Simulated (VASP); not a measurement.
Wanted: the native input for a VASP 6.6.1 run.

```
Task                   : relaxation of cell and atoms
Functional             : r2SCAN
Potentials or basis    : VASP PAW PBE potentials, release 64 (Nb_sv)
Cutoff                 : 600 eV
k mesh                 : 9 × 9 × 6
Occupations            : gaussian, width 0.1 eV
Spin                   : no spin polarisation
Dipole correction      : no
Further INCAR settings : ALGO = Normal; EDIFF = 1e-06; IBRION = 2; EDIFFG = -0.04; NSW = 90; ISIF = 3
```

Crystal: Nb.

```
Nb
1.0
     2.84110    0.00000    0.00000
    -1.42055    2.46046    0.00000
     0.00000    0.00000    2.65465
Nb
1
Direct
  0.00000 0.00000 0.00000
```

The cell was built by a generator and needn't be a form met in nature.

These files were run (other wordings do the same):

POSCAR

```
Nb
1.0
    2.8410979304      0.0000000000      0.0000000000
   -1.4205489652      2.4604629824      0.0000000000
    0.0000000000      0.0000000000      2.6546508788
Nb
1
Direct
    0.0000000000      0.0000000000      0.0000000000
```

INCAR.step1

```
SYSTEM = Nb
PREC = Accurate
ENCUT = 600
ISMEAR = 0
SIGMA = 0.1
LREAL = .False.
LASPH = .True.
NELM = 100
GGA = PE
ALGO = Normal
EDIFF = 1E-4
LWAVE = .True.
LCHARG = .False.
```

INCAR.step2

```
SYSTEM = Nb
PREC = Accurate
ENCUT = 600
EDIFF = 1E-6
ISMEAR = 0
SIGMA = 0.1
LREAL = .False.
LASPH = .True.
NELM = 100
ALGO = Normal
ISIF = 3
LWAVE = .False.
LCHARG = .False.
METAGGA = R2SCAN
LMIXTAU = .True.
IBRION = 2
NSW = 90
EDIFFG = -0.04
ISTART = 1
```

KPOINTS

```
regular mesh
0
Gamma
  9 9 6
  0 0 0
```

Potentials or basis: VASP PAW PBE potentials, release 64 (Nb_sv).

Launch:

```bash
$ cat potpaw_PBE.64/Nb_sv/POTCAR > POTCAR
$ cp INCAR.step1 INCAR
$ mpirun -np 1 vasp_std > vasp.out
$ cp INCAR.step2 INCAR
$ mpirun -np 1 vasp_std > vasp.out
```

It gave:

```yaml
Relaxed_volume: 19.40 Å³/atom
Relaxed_cell: a = 2.879 Å, b = 2.879 Å, c = 2.703 Å, α = 90.00°, β = 90.00°, γ = 120.00°
Space_group_after_relaxing_to_0.05_Å: P6/mmm (No. 191)
Energy_gained_by_relaxing: 19.1 meV/atom
Ionic_steps: 6
Pressure_after_relaxing: 0.0 GPa
Band_gap_on_the_k_mesh: none (metal or under the smearing width)
```

Caveat: the k mesh is coarse (spacing up to 0.39 Å⁻¹), so the values aren't converged; the PAW data sets were made with another functional, which shifts forces and pressure a little.

It took 68 s on 1 thread of Intel(R) Xeon(R) 6975P-C (Granite Rapids), on a shared host, peak memory 0.15 GiB.
